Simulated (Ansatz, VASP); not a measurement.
# Two plane-wave programs on MgO

File INCAR:

```
PREC = Accurate ; ENCUT = 520
EDIFF = 1E-6 ; ISMEAR = 0
SIGMA = 0.01 ; LREAL = False
LASPH = True ; NELM = 60
ALGO = Normal ; ISIF = 2
LWAVE = False ; LCHARG = True
GGA = B5 ; ALDAX = 1.0
AGGAX = 1.0 ; AGGAC = 1.0
ALDAC = 0.0 ; LELF = True
LVHAR = True ; NBANDS = 11
```

The input KPOINTS:

```
regular mesh
0
Gamma
  12 12 8
```

POSCAR

```
MgO
1.0
    2.9380209000      0.0000000000      0.0000000000
   -1.4690104500      2.5444007400      0.0000000000
    0.0000000000      0.0000000000      2.6796800000
Mg O
1 1
Direct
    0.0000000000      0.0000000000      0.0000000000
    0.3333333333      0.6666666667      0.5000000000
```

Input for Ansatz:

```yaml
crystal:
  lattice:
    - [2.9380209, 0.0, 0.0]
    - [-1.46901045, 2.54440074, 0.0]
    - [0.0, 0.0, 2.67968]
  atoms:
    - { symbol: Mg, position: [0.0, 0.0, 0.0] }
    - { symbol: O, position: [0.3333333333333333, 0.6666666666666666, 0.5] }
kpoints:
  mp_grid:
    grid: [12, 12, 8]
hamiltonian:
  xc: blyp
  pseudopotentials:
    kind: paw
scf:
  convergence:
    dr2_threshold: 1.0e-09
  occupations:
    method: fixed
output:
  eigenvalues: true
```

Measurements of this composition are mostly on another form, of space group No. 225.

Alike in both runs: task single point; functional BLYP; k mesh 12 × 12 × 8; no spin polarisation.

|  | VASP | Ansatz |
| --- | --- | --- |
| version | VASP 6.6.1 | Ansatz 0.2.0 |
| potentials or method | VASP PAW PBE potentials, release 64 (Mg, O) | plane waves, PAW |
| plane-wave cutoff (eV) | 520 | 420 |
| occupations | gaussian, width 0.01 eV | fixed |
| valence electrons in the cell | 8 | 16 |

```csv
,VASP,Ansatz,Ansatz less VASP
gap on the k mesh at the Fermi level (eV),3.29,3.31,+0.011
```

The two sets of potentials don't hold the same shells in valence.

 A k mesh can miss the band edges. As with any semilocal functional, this BLYP gap is likely too small.
